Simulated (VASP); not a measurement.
Runs of VASP 6.6.1 on Al. The cell holds a slab with vacuum, 6 atoms: a = 2.827 Å, b = 2.827 Å, c = 26.482 Å, α = 90.00°, β = 90.00°, γ = 120.00°. 

```csv
level,potentials or basis,cell,k mesh,smearing,further INCAR settings,gap on the mesh (eV),largest force (eV/Å),work function (eV)
PW91,"VASP PAW PBE potentials, release 64 (Al)",as given,8 × 8 × 1,fermi-dirac 0.05 eV,ALGO = Normal; EDIFF = 1e-06,none,0.31,4.01
TPSS,"VASP PAW PBE potentials, release 64 (Al)",as given,8 × 8 × 1,fermi-dirac 0.05 eV,ALGO = Normal; EDIFF = 1e-06,none,0.22,-
PBE,"VASP PAW PBE potentials, release 64 (Al)",as given,8 × 8 × 1,fermi-dirac 0.05 eV,ALGO = Normal; EDIFF = 1e-06,none,(a),(b)
PBE,"VASP PAW PBE potentials, release 64 (Al)","the (0 0 1) slab of Al, cut from the database cell, not relaxed",11 × 11 × 1,gaussian 0.05 eV,ALGO = Fast; EDIFF = 1e-06,none,0.21,4.11
PBEsol,"VASP PAW PBE potentials, release 64 (Al)",as given,8 × 8 × 1,fermi-dirac 0.05 eV,ALGO = Normal; EDIFF = 1e-06,none,0.22,4.04
BLYP,"VASP PAW PBE potentials, release 64 (Al)",as given,8 × 8 × 1,fermi-dirac 0.05 eV,ALGO = Normal; EDIFF = 1e-06,none,0.45,(d)
RPBE,"VASP PAW PBE potentials, release 64 (Al)",as given,8 × 8 × 1,fermi-dirac 0.05 eV,ALGO = Normal; EDIFF = 1e-06,none,0.36,3.91
LDA,"VASP PAW LDA potentials, release 64 (Al)",as given,8 × 8 × 1,fermi-dirac 0.05 eV,ALGO = Normal; EDIFF = 1e-06,none,0.19,(c)
```

Alike in all rows: task work function; no spin polarisation; cutoff (eV) 520.

Task: Estimate the missing entries.

Result: (a) 0.29; (b) 3.98; (c) 4.16; (d) 3.56.

Caveats: the PAW data sets were made with another functional, which shifts forces and pressure a little (some runs).

A k mesh can miss the band edges.

A gap of «none» marks a metal or a gap under the smearing width.

Not every run made on this cell is shown here.
